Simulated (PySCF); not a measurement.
Sb, 2 atoms in the cell. The structure is monoclinic, space group P2_1/m (No. 11). Conventional cell: a = 3.122 Å, b = 4.348 Å, c = 4.406 Å, α = 90.00°, β = 90.51°, γ = 90.00°. Sb (site symmetry m) has 6 Sb at 3.04 to 3.15 Å as nearest neighbours. This isn't the form of Sb at room conditions, which is rhombohedral.

- Program: PySCF 2.14.0
- Task: density of states
- Functional: PBEsol
- Potentials or basis: DZVP-MOLOPT-SR/GTH-PBE (potentials made for PBE)
- k mesh: 9 × 6 × 6
- Occupations: fermi-dirac, width 0.05 eV
- Spin: no spin polarisation
- Symmetry: yes
- Density cutoff: 50 Ha
- Exponents discarded below (exp_to_discard): 0.02 1/bohr^2
- Potentials: Sb GTH-PBE-q5
- Gaussian width of the DOS: 0.15 eV
- conv_tol: 1e-07 Ha
- max_cycle: 60
- Coulomb method: multigrid

Potentials or basis: DZVP-MOLOPT-SR/GTH-PBE (potentials made for PBE).

The run is started by

```sh
$ OMP_NUM_THREADS=2 python -u run.py > log
```

Hardware: 2 threads of Intel(R) Xeon(R) Processor @ 2.50GHz (Skylake/Cascade Lake), with other jobs on the host.

**Question.** Estimate the wall time of this run.

**Answer.** Run time: 2.1 min on 2 threads of Intel(R) Xeon(R) Processor @ 2.50GHz (Skylake/Cascade Lake), with other jobs on the host, peak memory 2.5 GiB. Counts: scf iterations 5, basis 26, k points 112.
